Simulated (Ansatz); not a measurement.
# SnTe under changes of volume

One of the cells (47.091 Å³/atom); the others are scaled copies at fixed shape and fractional positions:

```
Te Sn
1.0
     0.00000    3.61115    3.61115
     3.61115    0.00000    3.61115
     3.61115    3.61115    0.00000
Te Sn
1 1
Cartesian
  1.8056 1.8056 1.8056
  0.0000 0.0000 0.0000
```

Measurements of this composition are mostly on another form, of space group No. 225.

| Property | Result |
| --- | --- |
| Program | Ansatz 0.2.0 |
| Functional | HSE06 |
| Potentials or basis | Ansatz PAW |
| Cutoff | 420 eV (not typed: the program's choice for these potentials) |
| k mesh | 4 × 4 × 4 |
| Occupations | fermi-dirac, width 0.05 eV |
| Spin | no spin polarisation |

```csv
volume (Å³/atom),energy over the lowest point (meV/atom),pressure (GPa)
44.265,?,?
45.207,1.22,0.4
46.149,0.00,-0.1
47.091,1.92,-0.6
48.033,6.66,-1.1
48.974,14.01,-1.5
49.916,23.71,-1.8
```

**Question.** What does the run at 44.265 Å³/atom give?

**Answer.** Energy over the lowest point 5.73 meV/atom; pressure 0.9 GPa.

Worked out: A Birch-Murnaghan fit of order 3 (a polynomial in V^(-2/3)) to the other rows has its minimum at 46.03 Å³/atom with B0 = V·E''(V) = 26 GPa and B' = 3.6. It gives 5.87 meV/atom at 44.265 Å³/atom, against the run's 5.73, and -dE/dV = 1.1 GPa, against 0.9.

Energies are extrapolated to zero smearing.

Caveats: some runs use coarse meshes; the PAW data sets come from PBE, with cores solved anew for the run's functional, which leaves a small shift of forces and pressure; the thresholds are loose for stress.
